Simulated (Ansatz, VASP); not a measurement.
One calculation of Hf, two programs

```xyz
1
Lattice="-1.8050 1.8050 1.8050 1.8050 -1.8050 1.8050 1.8050 1.8050 -1.8050" Properties=species:S:1:pos:R:3 pbc="T T T"
Hf    0.0000    0.0000    0.0000
```

Alike in both runs: task electric field gradients; functional PBEsol; k mesh 14 × 14 × 14; occupations fermi-dirac, width 0.05 eV; no spin polarisation.

|  | VASP | Ansatz |
| --- | --- | --- |
| version | VASP 6.6.1 | Ansatz 0.2.0 |
| potentials or method | VASP PAW PBE potentials, release 64 (Hf_pv), cutoff 520 eV | all-electron PAW with datasets made for the crystal, scalar-relativistic |

Ansatz gave:

| Property | Result |
| --- | --- |
| pressure (GPa) | -9.0 |
| Vzz of the field gradient on the site that differs most (V/Å²) | 0.0 |

What did VASP give for the same quantities?

Pressure (GPa): -9.3; Vzz of the field gradient on the site that differs most (V/Å²): 0.0.

Ansatz ran all-electron here, so the differences hold the error of VASP's frozen core and of both bases. Ansatz warned: «gradients_without_spin_orbit».

Caveats: the PAW data sets were made with another functional, which shifts forces and pressure a little (VASP). The runs have no spin-orbit coupling, so splittings on Hf are missing.
